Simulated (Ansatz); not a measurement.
Input and command of a plane-wave DFT calculation in Ansatz:

```yaml
crystal:
  lattice:
    - [3.5249142746, 0.0, 0.0]
    - [0.0, 3.5249142746, 0.0]
    - [0.0, 0.0, 3.5777879887]
  atoms:
    - { symbol: Ni, position: [0.5, 0.0, 0.5] }
    - { symbol: Ni, position: [0.0, 0.5, 0.5] }
    - { symbol: Ni, position: [0.5, 0.5, 0.0] }
    - { symbol: Ge, position: [0.0, 0.0, 0.0] }
basis:
  ecutwfc: 420
kpoints:
  mp_grid: { grid: [14, 14, 14] }
hamiltonian:
  xc: pbesol
scf:
  occupations: { method: gaussian, width: 0.15 }
output:
  forces: true
  stress: true
  eigenvalues: true
```

```bash
ansatz run input.yaml --threads 2 --pin off --max-ram 5120MiB --backend cpu --events-out ev --progress --plain --runs-dir out
```

Processor: AMD EPYC 9R45 96-Core Processor (Zen 5), 2 threads, on a host shared with other jobs.

Question: Estimate time, memory and problem size.

Answer: About 5.2 s on 2 threads of AMD EPYC 9R45 96-Core Processor (Zen 5), on a shared host, peak memory 0.7 GiB. It solves 41 bands at 288 k points (the mesh reduced by symmetry) with about 863 plane waves, in 8 SCF iterations.
